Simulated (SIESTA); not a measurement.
## Tl in SIESTA: convergence with Tolerance

The system is Tl.

```
CELL_PARAMETERS angstrom
-1.90590 1.93071 1.95199
1.91556 -1.92009 1.95103
1.98715 2.00134 -1.94138
ATOMIC_POSITIONS crystal
Tl 0.98625 0.00462 0.00435
```

The cell isn't the ideal one: cell strained at random at fixed volume.

- Program: SIESTA 5.4.2
- Task: single point
- Functional: vdW-DF-cx
- Potentials or basis: PseudoDojo 0.4 standard (PBE files)
- Basis: DZP (energy shift 0.002 Ry; radii capped at 9.5 bohr)
- Grid cutoff: 500 Ry
- Energy shift: 0.002 Ry
- k mesh: 8 × 8 × 8
- Occupations: fermi-dirac, width 0.05 eV
- Spin: no spin polarisation

These are the settings of the first run; the series varies Tolerance, with any setting tied to it.

Hardware: 1 thread of Arm Neoverse V1 (shared host).

```tsv
Tolerance	energy less the tightest run, at zero smearing (meV/atom)	SCF cycles	CPU time (s)	peak memory (GiB)
0.1	0.02	4	25	0.28
0.01	0.02	4	25	0.28
0.001	0.00	6	30	0.28
0.0001	0.00	7	33	0.28
1e-05	0.00	9	40	0.28
1e-06	0.00	11	44	0.28
```

Against the tightest run, the energy stays within 1 meV/atom from 0.1 on. The tightest run that finished is the yardstick and may itself not be fully converged.

 The run has no spin-orbit coupling, so splittings on Tl are missing.
